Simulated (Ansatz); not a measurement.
Runs of Ansatz 0.2.0 on Re. It takes space group P6_3/mmc (No. 194, hexagonal). Conventional cell: a = 2.761 Å, b = 2.761 Å, c = 4.458 Å, α = 90.00°, β = 90.00°, γ = 120.00°. Around Re (site symmetry -6m2) lie 12 Re at 2.74 to 2.76 Å. 

```csv
level,cutoff (eV),gap on the mesh (eV),pressure (GPa)
RPBE,420,none,(b)
BLYP,420,none,(a)
revPBE,420,none,9.3
PBE,420,none,6.5
LDA,420,none,-9.4
PBEsol,420,none,-3.7
r2SCAN,500,none,-0.1
```

Alike in all rows: task band structure; potentials or basis Ansatz PAW; no spin polarisation; cell as given; k mesh 6 × 6 × 4; smearing fermi-dirac 0.05 eV; the mesh is coarse, so values aren't converged.

**Question.** Fill in the values left out.

**Answer.** (a) 20.5; (b) 10.4.

Caveats: all runs use coarse meshes; spin-orbit coupling is left out, which moves the levels of the heavy elements; the PAW data sets come from PBE, with cores solved anew for the run's functional, which leaves a small shift of forces and pressure (some runs).

A k mesh can miss the band edges, and the runs leave out spin-orbit coupling on Re.

A gap of «none» marks a metal or a gap under the smearing width.
